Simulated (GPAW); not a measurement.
# SiO2 (I4/mmm) in GPAW: band structure with PBEsol

Aim: the band structure of SiO2 with PBEsol.

All numbers are computed with GPAW 26.7.0; they aren't measurements. Logs are shortened: lines on timing, memory, paths and dates and some standing lists are left out, and cuts for length are marked. The log counts tension as positive stress, the text compression.

## (1) Starting point

It takes space group I4/mmm (No. 139, tetragonal). The conventional cell has a = 8.944 Å, b = 8.944 Å, c = 5.224 Å, α = 90.00°, β = 90.00°, γ = 90.00°. Si (site symmetry m2m) has 4 O at 1.60 to 1.61 Å as nearest neighbours. Around O (site symmetry m2m) lie 2 Si at 1.61 Å. O (site symmetry 2/m) is surrounded by 2 Si at 1.60 Å.

The cell comes from a database or a generator and needn't be the stable form of this composition.

## (2) Band structure, PBEsol

run.py reads:

```python
from ase import Atoms
from ase.dft.bandgap import bandgap
from ase.io import write
from ase.units import GPa
from gpaw import GPAW, PW, setup_paths

setup_paths.insert(0, '.')

atoms = Atoms(['Si', 'Si', 'Si', 'Si', 'O', 'O', 'O', 'O', 'O', 'O', 'O', 'O'],
              cell=[[-4.47204052, 4.47204052, 2.61177035],
                    [4.47204052, -4.47204052, 2.61177035],
                    [4.47204052, 4.47204052, -2.61177035]],
              scaled_positions=[[0.82311142, 0.82311142, 0.64622284],
                                [0.17688858, 0.82311142, 0.0],
                                [0.82311142, 0.17688858, 0.0],
                                [0.17688858, 0.17688858, 0.35377716],
                                [0.0, 0.79145134, 0.79145134],
                                [0.20854866, 0.0, 0.20854866],
                                [0.79145134, 0.0, 0.79145134],
                                [0.0, 0.20854866, 0.20854866],
                                [0.0, 0.0, 0.5],
                                [0.5, 0.0, 0.0],
                                [0.0, 0.5, 0.0],
                                [0.5, 0.5, 0.5]],
              pbc=True)

calc = GPAW(mode=PW(800),
            xc='PBEsol',
            kpts={'size': (4, 4, 4), 'gamma': True},
            occupations={'name': 'fermi-dirac', 'width': 0.05},
            nbands=56,
            convergence={'density': 1e-05, 'energy': 1e-05},
            maxiter=150,
            txt='gpaw.txt')
atoms.calc = calc
energy = atoms.get_potential_energy()
forces = atoms.get_forces()
stress = atoms.get_stress()
calc.write('gs.gpw')
write('result.traj', atoms)
print(f'Energy: {energy:.6f} eV')
print('Forces (eV/A):')
print(forces.round(4))
print('Stress (GPa):', (stress / GPa).round(3))
print('Fermi level:', round(calc.get_fermi_level(), 4), 'eV')
print(f'Gap: {bandgap(calc)[0]:.4f} eV, direct: {bandgap(calc, direct=True)[0]:.4f} eV')

path = atoms.cell.bandpath('GXMGZPNZ1M,XP', npoints=60, eps=1e-4)
bs_calc = calc.fixed_density(kpts=path, symmetry='off', nbands=91,
                             convergence={'bands': 'CBM+6.0', 'eigenstates': 1e-6}, txt='bands.txt')
bs = bs_calc.band_structure()
bs.write('bs.json')
print(f'Gap on the path: {bandgap(bs_calc)[0]:.4f} eV')
```

Potentials or basis: PAW data sets generated in the run's folder for this functional, pw.

Command:

```bash
$ gpaw-setup -f PBEsol O Si
$ OMP_NUM_THREADS=1 python run.py
```

gpaw.txt:

```text
__  _  _
 | _ |_)|_||  |
 |__||  | ||/\| - 26.7.0

Input parameters:
  mode=PW(ecut=800.0),
  convergence={'density': 1e-05, 'energy': 1e-05},
  kpts=MonkhorstPack(size=(4, 4, 4), gamma=True),
  maxiter=150,
  nbands=56,
  occupations=Occupations(name='fermi-dirac', width=0.05),
  xc=XC(name='PBEsol')

Diagonalizing LCAO Hamiltonian
Converting LCAO to pw mode

           Si        O   Si

            O          O
                 O   Si
                    OSi
                     O O         O

Atoms  # Å, Bohr magnetons
|    | symbol |         x |         y |         z |    initial magnetic moments |
|----|--------|-----------|-----------|-----------|-----------------------------|
|  0 |     Si |  2.889935 |  2.889935 |  2.611770 | ( 0.0000,  0.0000,  0.0000) |
|  1 |     Si |  2.889935 | -2.889935 |  2.611770 | ( 0.0000,  0.0000,  0.0000) |
|  2 |     Si | -2.889935 |  2.889935 |  2.611770 | ( 0.0000,  0.0000,  0.0000) |
|  3 |     Si |  1.582106 |  1.582106 | -0.000000 | ( 0.0000,  0.0000,  0.0000) |
|  4 |      O |  7.078805 | -0.000000 | -0.000000 | ( 0.0000,  0.0000,  0.0000) |
|  5 |      O |  0.000000 |  1.865276 |  0.000000 | ( 0.0000,  0.0000,  0.0000) |
|  6 |      O | -0.000000 |  7.078805 | -0.000000 | ( 0.0000,  0.0000,  0.0000) |
|  7 |      O |  1.865276 |  0.000000 |  0.000000 | ( 0.0000,  0.0000,  0.0000) |
|  8 |      O |  2.236020 |  2.236020 | -1.305885 | ( 0.0000,  0.0000,  0.0000) |
|  9 |      O | -2.236020 |  2.236020 |  1.305885 | ( 0.0000,  0.0000,  0.0000) |
| 10 |      O |  2.236020 | -2.236020 |  1.305885 | ( 0.0000,  0.0000,  0.0000) |
| 11 |      O |  2.236020 |  2.236020 |  1.305885 | ( 0.0000,  0.0000,  0.0000) |

Unit cell  # Å
| periodic |         x |         y |         z |  lengths |     angles |
|----------|-----------|-----------|-----------|----------|------------|
|      yes | -4.472041 |  4.472041 |  2.611770 | 6.842488 |  98.377474 |
|      yes |  4.472041 | -4.472041 |  2.611770 | 6.842488 |  98.377474 |
|      yes |  4.472041 |  4.472041 | -2.611770 | 6.842488 | 135.122081 |

Number of symmetries: 16
Symmetry operations  # r_c * U_cc + t_c -> r_c
|    | kind |            matrix            |
|----|------|------------------------------|
|  0 |  σ   |  1, 1, 1,  0, 0,-1,  0,-1, 0 |
|  1 |  C4  |  1, 1, 1,  0, 0,-1, -1, 0, 0 |
|  2 |  E   |  1, 0, 0,  0, 1, 0,  0, 0, 1 |
|  3 |  σ   |  1, 0, 0,  0, 1, 0, -1,-1,-1 |
|  4 |  σ   |  0, 1, 0,  1, 0, 0,  0, 0, 1 |
|  5 |  C2  |  0, 1, 0,  1, 0, 0, -1,-1,-1 |
|  6 |  C2  |  0, 0, 1, -1,-1,-1,  1, 0, 0 |
|  7 |  S4  |  0, 0, 1, -1,-1,-1,  0, 1, 0 |
|  8 |  C4  |  0, 0,-1,  1, 1, 1,  0,-1, 0 |
|  9 |  σ   |  0, 0,-1,  1, 1, 1, -1, 0, 0 |
| 10 |  σ   |  0,-1, 0, -1, 0, 0,  1, 1, 1 |
| 11 |  C2  |  0,-1, 0, -1, 0, 0,  0, 0,-1 |
| 12 |  C2  | -1, 0, 0,  0,-1, 0,  1, 1, 1 |
| 13 |  i   | -1, 0, 0,  0,-1, 0,  0, 0,-1 |
| 14 |  S4  | -1,-1,-1,  0, 0, 1,  1, 0, 0 |
| 15 |  C2  | -1,-1,-1,  0, 0, 1,  0, 1, 0 |

BZ-sampling:
  Number of BZ points: 64
  Number of IBZ points: 13

  Monkhorst-Pack size: [4, 4, 4]
  Monkhorst-Pack shift: [0.125, 0.125, 0.125]

K-points  # in reciprocal-cell coordinates
|     |                                coordinates |     weight |
|-----|--------------------------------------------|------------|
|   0 | (  0.00000000,   0.00000000,   0.00000000) | 0.01562500 |
[... 68 lines left out ...]
      rc: 0.21  # [Å]
      lmax: 2
    cutoffs:
      filter: 1.17  # [Å]
      core: 0.83  # [Å]
    projectors
    | kind |    occ | energy [eV] | rcut [Å] |
    |------|--------|-------------|----------|
    |   2s |  2.000 |     -23.808 |    0.688 |
    |   2p |  4.000 |      -8.972 |    0.598 |
    |    s |        |       3.404 |    0.688 |
    |    p |        |      18.239 |    0.598 |
    |    d |        |       0.000 |    0.619 |

    Using partial waves for O as LCAO basis

Reference energy: -47758.522332  # eV

eigensolver:
  PPCG
  Converge bands: occupied
  niter=2

density mixing:
  MSR1-Mixer
  Pratt-step length: 0.05
  Maximum mixing coefficient: 0.75
  Old densities: 10
  SVD Regularization: 0.005
  Good broyden scale: 1.0
  Trust region scale: 1.0
  Backstep threshold: 4.0
  History deletion threshold: 6.0
  Fourier metric: weight=20.0, sigma=0.015

occupation numbers:
  Fermi-Dirac:
    width: 0.0500  # eV

poisson solver:
  ecut: 6400.0  # eV

xc functional:
  name: PBEsol with 2 nearest neighbor stencil

convergence criteria:
- Maximum integral of absolute [dens]ity change: 1e-05 electrons / valence electron
- Maximum [total energy] change in last 3 cyles: 1e-05 eV / valence electron
- Maximum integral of absolute [eigenst]ate change: 4e-08 eV^2 / valence electron
maximum number of iterations: 150

SCF iterations
|iter     | |      energy | eigst |  dens |
|---------|-|-------------|-------|-------|
|iter:   1| | -110.352529 | +0.57 |       |
|iter:   2| | -107.917229 | -1.30 | -0.69 |
|iter:   3| |  -99.164097 | -0.53 | -0.74 |
|iter:   4| |  -99.215434 | -2.32 | -1.40 |
|iter:   5| |  -99.259644 | -3.03 | -1.68 |
|iter:   6| |  -99.257232 | -3.91 | -2.51 |
|iter:   7| |  -99.257252 | -5.50 | -3.00 |
|iter:   8| |  -99.257278c| -6.50 | -3.43 |
|iter:   9| |  -99.257278c| -7.92c| -4.20 |
|iter:  10| |  -99.257278c| -8.43c| -4.98 |
|iter:  11| |  -99.257278c| -9.25c| -5.70c|

Converged in 11 steps
Energy contributions relative to reference atoms: (reference = -47758.522332)

Energy contributions:
  Kinetic:         122.313857
  Coulomb:        -113.689177
  Zero:              1.669830
  External:          0.000000
  Xc:             -109.551789
  Entropy:          -0.000000
  Spinorbit:         0.000000
  ----------------------------
  Free energy:     -99.257278
  Extrapolated:    -99.257278

dipole moment: (-19.039960, -68.957800, -18.020269)  # |e|*Ang

Fermi level: 0.174
Eigenvalues  # (at kpt = [0.000, 0.000, 0.000])
| band index |      eig [eV] | occ [0-2] |
|------------|---------------|-----------|
|          0 |       -20.325 |     2.000 |
|        ... |               |           |
|         24 |        -2.912 |     2.000 |
|         25 |        -2.355 |     2.000 |
|         26 |        -2.310 |     2.000 |
|         27 |        -2.310 |     2.000 |
|         28 |        -1.747 |     2.000 |
|         29 |        -1.597 |     2.000 |
[... 8 lines left out ...]
|         38 |         8.699 |     0.000 |
|         39 |         9.242 |     0.000 |
|        ... |               |           |
|         55 |        13.524 |     0.000 |

Gap: 5.543 eV
Transition (v -> c):
  (s=0, k=12, n=31, [0.50, 0.50, 0.50]) -> (s=0, k=0, n=32, [0.00, 0.00, 0.00])
Direct/indirect transitions are different
Direct gap: 5.548 eV
Transition at: (s=0, k=0, n=31, [0.00, 0.00, 0.00])

Forces  # eV/Ang
|        x |        y |        z |
|----------|----------|----------|
|  0.06504 |  0.06504 |  0.00000 |  # Si   0
|  0.06504 | -0.06504 |  0.00000 |  # Si   1
| -0.06504 |  0.06504 |  0.00000 |  # Si   2
| -0.06504 | -0.06504 | -0.00000 |  # Si   3
| -0.28283 |  0.00000 | -0.00000 |  # O    4
| -0.00000 |  0.28283 | -0.00000 |  # O    5
|  0.00000 | -0.28283 |  0.00000 |  # O    6
|  0.28283 | -0.00000 |  0.00000 |  # O    7
| -0.00000 | -0.00000 | -0.00000 |  # O    8
|  0.00000 |  0.00000 |  0.00000 |  # O    9
|  0.00000 |  0.00000 |  0.00000 |  # O   10
|  0.00000 |  0.00000 |  0.00000 |  # O   11

Stress tensor  # eV/Ang^3
|         x |         y |         z |
|-----------|-----------|-----------|
| -0.027631 | -0.000000 |  0.000000 |
| -0.000000 | -0.027631 |  0.000000 |
|  0.000000 |  0.000000 | -0.029590 |

# Writing to gs.gpw (mode='')
```

stdout:

```text
Energy: -99.257278 eV
Forces (eV/A):
[[ 0.065   0.065   0.    ]
 [ 0.065  -0.065   0.    ]
 [-0.065   0.065   0.    ]
 [-0.065  -0.065  -0.    ]
 [-0.2828  0.     -0.    ]
 [-0.      0.2828 -0.    ]
 [ 0.     -0.2828  0.    ]
 [ 0.2828 -0.      0.    ]
 [-0.     -0.     -0.    ]
 [ 0.      0.      0.    ]
 [ 0.      0.      0.    ]
 [ 0.      0.      0.    ]]
Stress (GPa): [-4.427 -4.427 -4.741  0.     0.    -0.   ]
Fermi level: 0.1735 eV
Gap: 5.5427 eV, direct: 5.5481 eV
Gap on the path: 5.5427 eV
```

bands.txt:

```text
Diagonalizing LCAO Hamiltonian
Converting LCAO to pw mode
convergence criteria:
- Maximum integral of absolute [eigenst]ate change: 1e-06 eV^2 / valence electron
maximum number of iterations: 150

SCF iterations
|iter     | |      energy | eigst |  dens |
|---------|-|-------------|-------|-------|
|iter:   1| |             | +1.50 |       |
[... 66 lines left out ...]
         [ 0.05555556,  0.05555556,  0.44444444],
         [ 0.08333333,  0.08333333,  0.41666667],
         [ 0.11111111,  0.11111111,  0.38888889],
         [ 0.13888889,  0.13888889,  0.36111111],
         [ 0.16666667,  0.16666667,  0.33333333],
         [ 0.19444444,  0.19444444,  0.30555556],
         [ 0.22222222,  0.22222222,  0.27777778],
         [ 0.25      ,  0.25      ,  0.25      ]])),
  maxiter=150,
  nbands=91,
  occupations=Occupations(name='fermi-dirac', width=0.05),
  symmetry=Symmetry(point_group=False, time_reversal=False),
  xc=XC(name='PBEsol')
```

Wall time 21 min (1 thread of Intel Xeon at 2.70GHz, shared host); peak memory 1.7 GiB.

Results:

* Free energy: -99.2573 eV
* Pressure: 4.5 GPa
* Largest force: 0.283 eV/Å
* Band gap on the k mesh: 5.54 eV, indirect (least direct gap 5.55 eV)
* Band gap along the path: 5.54 eV, indirect (least direct gap 5.55 eV)

Forces on the atoms (eV/Å):
```
Si   0.065  0.065  0.000
Si   0.065 -0.065  0.000
Si  -0.065  0.065  0.000
Si  -0.065 -0.065  0.000
O   -0.283  0.000  0.000
O    0.000  0.283  0.000
O    0.000 -0.283  0.000
O    0.283  0.000  0.000
O    0.000  0.000  0.000
O    0.000  0.000  0.000
O    0.000  0.000  0.000
O    0.000  0.000  0.000
```

Stress tensor (GPa, compression positive):
```
4.43 0.00 0.00
0.00 4.43 0.00
0.00 0.00 4.74
```

Levels at the corners of the path, in eV from the valence-band top:
| point | band 29 | band 30 | band 31 | band 32 | band 33 | band 34 | band 35 | band 36 |
| --- | --- | --- | --- | --- | --- | --- | --- | --- |
| Γ | -0.83 | -0.68 | -0.01 | -0.01 | 5.54 | 8.42 | 8.50 | 8.95 |
| X | -0.46 | -0.38 | -0.38 | -0.25 | 6.68 | 7.07 | 8.64 | 8.80 |
| M | -1.03 | -0.17 | 0.00 | 0.00 | 7.70 | 7.70 | 7.72 | 8.19 |
| Γ | -0.83 | -0.68 | -0.01 | -0.01 | 5.54 | 8.42 | 8.50 | 8.95 |
| Z | -1.32 | -0.52 | -0.52 | -0.14 | 8.11 | 8.53 | 8.53 | 8.57 |
| P | -0.76 | -0.76 | -0.54 | -0.33 | 7.91 | 8.02 | 8.25 | 8.25 |
| N | -1.12 | -0.79 | -0.60 | -0.24 | 7.74 | 7.85 | 8.75 | 8.89 |
| Z1 | -1.32 | -0.52 | -0.52 | -0.14 | 8.11 | 8.53 | 8.53 | 8.57 |
| M | -1.03 | -0.17 | 0.00 | 0.00 | 7.70 | 7.70 | 7.72 | 8.19 |
| X | -0.46 | -0.38 | -0.38 | -0.25 | 6.68 | 7.07 | 8.64 | 8.80 |
| P | -0.76 | -0.76 | -0.54 | -0.33 | 7.91 | 8.02 | 8.25 | 8.25 |

A hybrid or GW would open this gap; PBEsol tends to underestimate it.
